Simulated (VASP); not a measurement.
Write the native input for VASP 6.6.1 that does the following.

* Task: band structure
* Functional: AM05
* Potentials or basis: VASP PAW PBE potentials, release 64 (Cd, O)
* Cutoff: 520 eV
* k mesh: 10 × 10 × 10
* Occupations: fermi-dirac, width 0.05 eV
* Spin: no spin polarisation
* Further INCAR settings: ALGO = Normal; EDIFF = 1e-06; NBANDS = 16

Crystal: CdO (Monteponite).

```
Cd O
1.0
     0.00000    2.34950    2.34950
     2.34950    0.00000    2.34950
     2.34950    2.34950    0.00000
Cd O
1 1
Cartesian
  0.0000 0.0000 0.0000
  2.3495 2.3495 2.3495
```

These files were run (other wordings do the same):

POSCAR

```
CdO
1.0
    0.0000000000      2.3495000000      2.3495000000
    2.3495000000      0.0000000000      2.3495000000
    2.3495000000      2.3495000000      0.0000000000
Cd O
1 1
Direct
    0.0000000000      0.0000000000      0.0000000000
    0.5000000000      0.5000000000      0.5000000000
```

INCAR.step1

```
SYSTEM = CdO
ALGO = Normal
EDIFF = 1E-6
ENCUT = 520
GGA = AM
ISIF = 2
ISMEAR = -1
LASPH = .True.
LCHARG = .True.
LREAL = .False.
LWAVE = .False.
NBANDS = 16
NELM = 80
PREC = Accurate
SIGMA = 0.05
```

KPOINTS.step1

```
k-points
0
Gamma
  10 10 10
  0 0 0
```

INCAR.step2

```
SYSTEM = CdO
ALGO = Normal
EDIFF = 1E-6
ENCUT = 520
GGA = AM
ICHARG = 11
ISIF = 2
ISMEAR = 0
LASPH = .True.
LCHARG = .False.
LREAL = .False.
LWAVE = .False.
NBANDS = 16
NELM = 80
PREC = Accurate
SIGMA = 0.05
```

KPOINTS.step2

```
path GXWKGLUWLK,UX
10
line-mode
reciprocal
 0.0000000000  0.0000000000  0.0000000000  G
 0.5000000000  0.0000000000  0.5000000000  X

 0.5000000000  0.0000000000  0.5000000000  X
 0.5000000000  0.2500000000  0.7500000000  W

 0.5000000000  0.2500000000  0.7500000000  W
 0.3750000000  0.3750000000  0.7500000000  K

 0.3750000000  0.3750000000  0.7500000000  K
 0.0000000000  0.0000000000  0.0000000000  G

 0.0000000000  0.0000000000  0.0000000000  G
 0.5000000000  0.5000000000  0.5000000000  L

 0.5000000000  0.5000000000  0.5000000000  L
 0.6250000000  0.2500000000  0.6250000000  U

 0.6250000000  0.2500000000  0.6250000000  U
 0.5000000000  0.2500000000  0.7500000000  W

 0.5000000000  0.2500000000  0.7500000000  W
 0.5000000000  0.5000000000  0.5000000000  L

 0.5000000000  0.5000000000  0.5000000000  L
 0.3750000000  0.3750000000  0.7500000000  K

 0.6250000000  0.2500000000  0.6250000000  U
 0.5000000000  0.0000000000  0.5000000000  X
```

Potentials or basis: VASP PAW PBE potentials, release 64 (Cd, O).

Run with:

```bash
$ cat potpaw_PBE.64/Cd/POTCAR potpaw_PBE.64/O/POTCAR > POTCAR
$ cp INCAR.step1 INCAR
$ cp KPOINTS.step1 KPOINTS
$ mpirun -np 1 vasp_std > vasp.out
$ cp INCAR.step2 INCAR
$ cp KPOINTS.step2 KPOINTS
$ mpirun -np 1 vasp_std > vasp.out
```

Results of the run:

* Band gap along the path: none (metal or under the smearing width)

Caveat: the log is that of the step along the path at fixed density, whose energy, stress, charges and moments have no meaning; this crystal is a semiconductor, whose small gap the functional closes, so the metal is an error of the method.

It took 21 s on 1 thread of Intel(R) Xeon(R) 6975P-C (Granite Rapids), on a shared host, peak memory 0.17 GiB.
